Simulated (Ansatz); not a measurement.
ZrSe2/ZrSe2 (1T multilayer), computed twice by G0W0.

The cell holds 6 atoms: 2 Zr and 4 Se. Its edges and angles: a = 3.712 Å, b = 3.712 Å, c = 41.400 Å, α = 90.0°, β = 90.0°, γ = 120.0°. Regions: layer 1 (ZrSe2), 3 atoms (1 Zr and 2 Se); layer 2 (ZrSe2), 3 atoms (1 Zr and 2 Se). Vacuum lies along c.

```xyz
6
Lattice="3.7125 0.0000 0.0000 -1.8562 3.2151 0.0000 0.0000 0.0000 41.4000" Properties=species:S:1:pos:R:3
Zr    0.0000    0.0000   17.7247
Se    0.0000    2.1434   19.2971
Se    1.8562    1.0717   16.1600
Zr    0.0000    0.0000   23.6753
Se    0.0000    2.1434   25.2400
Se    1.8562    1.0717   22.1029
```

The structure was relaxed with LDA. The runs that relaxed it are not among those shown. PAW set soft_2, made with PBE.

The first (Ansatz 0.2.0; start LDA, 6×6×1 mesh, 588 empty bands, screening to 65 eV; 4 threads of Arm Neoverse V1, shared host) gave, on its mesh: starting gap 0.17 eV, G0W0 gap 0.77 eV, mean of 1 + 4πα/V (set by the cell height) 6.53, 7.9 min.

The second gave: starting gap 0.17 eV, G0W0 gap 0.68 eV, mean of 1 + 4πα/V (set by the cell height) 6.58, 1.8 min.

**Question.** What was changed in the input? Choose among start, files, mesh, bands and cutoff, frequency model or another key.

Changed: empty bands from 588 to 242 and screening cutoff (eV) from 65.0 to 36. The starting gap stayed, which rules out the functional and points to the GW step. Other changes could give like numbers; this is the one that was made.

Limits: not at the basis limit; coarse mesh for a sheet; no spin-orbit coupling.

[Paths, hosts, dates, memory and timing lines, banners, echoed tables and standing remarks are left out of the program output.]

[Logs are printed without paths, hosts, clocks, repeated set-up lines and the standing remarks that a program may print on its own settings, such as how far it seeks lower states.]

[Runs of the session that timed out or met a known fault of the program may be left out.]

[Cells called generated may have been cut or substituted from an entry of the Crystallography Open Database or the Materials Project.]

[Hosts, paths, dates, database ids (printed as entryN), source tags and the programs' standing remarks are cut or masked in the printed files.]
